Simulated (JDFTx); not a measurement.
Here is a JDFTx 1.7.0 (patched build) calculation.

GaAs.in

```
lattice \
    0.0000000000     5.3419722954     5.3419722954 \
    5.3419722954     0.0000000000     5.3419722954 \
    5.3419722954     5.3419722954     0.0000000000
coords-type Lattice
ion As     0.7500000000     0.7500000000     0.7500000000 1
ion Ga     0.0000000000     0.0000000000     0.0000000000 1

ion-species pseudo/As.upf
ion-species pseudo/Ga.upf
elec-cutoff 42 336
elec-ex-corr gga-PBEsol
kpoint-folding 8 8 8
elec-smearing Fermi 0.0018374661
elec-n-bands 21
electronic-SCF nIterations 100 energyDiffThreshold 1e-09
electronic-minimize nIterations 30 energyDiffThreshold 1e-7
converge-empty-states yes
forces-output-coords Cartesian

dump-name run.$VAR
dump End Ecomponents EigStats BandEigs Kpoints Forces Stress ElecDensity
```

Potentials or basis: PseudoDojo-SR-PBEsol-0.4.1-standard.

Run with:

```bash
$ jdftx -c 1 -i GaAs.in -o GaAs.out
```

Task: Predict the pressure.

Result: 0.3 GPa.

Task: Predict the band gap on the k mesh.

Result: 0.44 eV, direct.

**The experiment to reproduce.**

From “Evidence of valence band perturbations in GaAsN/GaAs(001): A combined variable-angle spectroscopic ellipsometry and modulated photoreflectance investigation”, 2008, arxiv:0805.2212, for a bulk crystal of GaAs at 300 K: band gap 1.418 ± 0.005 eV (direct).

Against the measured gap of GaAs, 1.418 eV (direct; 300 K; “Evidence of valence band perturbations in GaAsN/GaAs(001): A combined variable-angle spectroscopic ellipsometry and modulated photoreflectance investigation”, 2008, arxiv:0805.2212), the calculated 0.44 eV is off by -0.98 eV. 3 values of this kind are on record (1.412 to 1.51 eV); this one was drawn at random among those near their median, those with a stated uncertainty first. Spin-orbit coupling on As, Ga is left out. The value is that of PBEsol on a finite k mesh, which can miss the band edges, without temperature or zero-point motion. Semilocal functionals fall short of measured gaps as a rule.
